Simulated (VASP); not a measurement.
# Hf: molecular dynamics with a monitored distance, by stops when the distance exceeds

Hf, P6_3/mmc (no. 194), 8 atoms in the cell. PBE, molecular dynamics; PAW potentials Hf (PBE set).

| Stops when the distance exceeds (Å) | Largest distance met (Å) | Steps run | Mean temperature (K) | Time (s) |
|---|---|---|---|---|
| 3.319 | 3.203 | 80 | 1025 | 164 |
| 5.009 | 3.203 | 80 | 1025 | 191 |

Limits: 320 fs of 8 atoms are too short for converged averages; the distance is that to the nearest periodic copy, which so small a cell caps; the cell is only 5.1 Å across, so each atom moves in step with near copies of itself.

## Input of the first row

INCAR:
```
GGA = PE
PREC = Normal
ENCUT = 220
EDIFF = 1E-5
NELMIN = 4
NELM = 60
ALGO = Fast
LREAL = Auto
LASPH = True
ISMEAR = -1
SIGMA = 0.05
ISYM = 0
LWAVE = False
LCHARG = False
IBRION = 0
NSW = 80
POTIM = 4.0
TEBEG = 1000
TEEND = 1000
ISIF = 2
MDALGO = 1
ANDERSEN_PROB = 0.05
RANDOM_SEED = 389794 0 0
VALUE_MAX = 3.319
VALUE_MIN = 1.565
KPAR = 2
```

KPOINTS:
```
k-points
0
Gamma
  2 2 3
```

ICONST:
```
R 1 7 7
```

POSCAR:
```
Hf
1.0
    6.3934000000      0.0000000000      0.0000000000
   -3.1967000000      5.5368468166      0.0000000000
    0.0000000000      0.0000000000      5.0578000000
Hf
8
Direct
    0.3333333334      0.1666666666      0.7500000000
    0.3333333334      0.6666666666      0.7500000000
    0.8333333334      0.1666666666      0.7500000000
    0.8333333333      0.6666666666      0.7500000000
    0.1666666666      0.3333333334      0.2500000000
    0.1666666666      0.8333333333      0.2500000000
    0.6666666666      0.3333333334      0.2500000000
    0.6666666666      0.8333333333      0.2500000000
```

Commands:
```
cat potpaw_PBE.64/Hf/POTCAR > POTCAR
mpirun -np 2 vasp_std > vasp.out
```

Changes of the last row against the first:
```
- VALUE_MAX = 3.319
+ VALUE_MAX = 5.009
```

VASP 6.6.1 took 164 s on 2 cores (Intel Xeon 6975P-C (Granite Rapids)), a shared host.
